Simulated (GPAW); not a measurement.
Runs of GPAW 26.7.0 on Ni. It takes space group Fm-3m (No. 225, cubic). The conventional cell has a = 3.475 Å, b = 3.475 Å, c = 3.475 Å, α = 90.00°, β = 90.00°, γ = 90.00°. Around Ni (site symmetry m-3m) lie 12 Ni at 2.46 Å. 

```tsv
task	level	potentials or basis	cell	optimizer	fmax	max steps	convergence	ranks	gap on the mesh (eV)	pressure (GPa)	moment (μB)	relaxed volume (Å³/atom)
relaxation of cell and atoms	PBEsol	PAW data sets generated in the run's folder for this functional, pw	relaxed	BFGS	0.02 eV/Å	60	density=1e-05 forces=0.0001	-	none	0.2	0.63	10.51
relaxation of cell and atoms	PBEsol+D4	PAW data sets generated in the run's folder for this functional, pw	relaxed	BFGS	0.02 eV/Å	60	density=1e-05 forces=0.0001	-	none	0.0	0.63	10.36
relaxation of cell and atoms	PBEsol+D3	PAW data sets generated in the run's folder for this functional, pw	relaxed	BFGS	0.02 eV/Å	60	density=1e-05 forces=0.0001	-	none	0.1	0.63	(a)
relaxation of cell and atoms	PBEsol+D3(BJ)	PAW data sets generated in the run's folder for this functional, pw	relaxed	BFGS	0.02 eV/Å	60	density=1e-05 forces=0.0001	-	none	0.1	0.63	10.23
```

Alike in all rows: spin collinear, ferromagnetic start; k mesh 13 × 13 × 13; cutoff (eV) 600; smearing fermi-dirac 0.05 eV.

Task: Fill in the values left out.

Result: (a) 10.24.

Caveats: each step starts from the last one's moments, so a moment once lost doesn't come back; the stock nickel data set gives pressures a few GPa off other programs; later steps reuse the first step's grids; pairwise dispersion overbinds metals, which lowers pressure and volume (some runs).

A gap of «none» marks a metal or a gap under the smearing width.
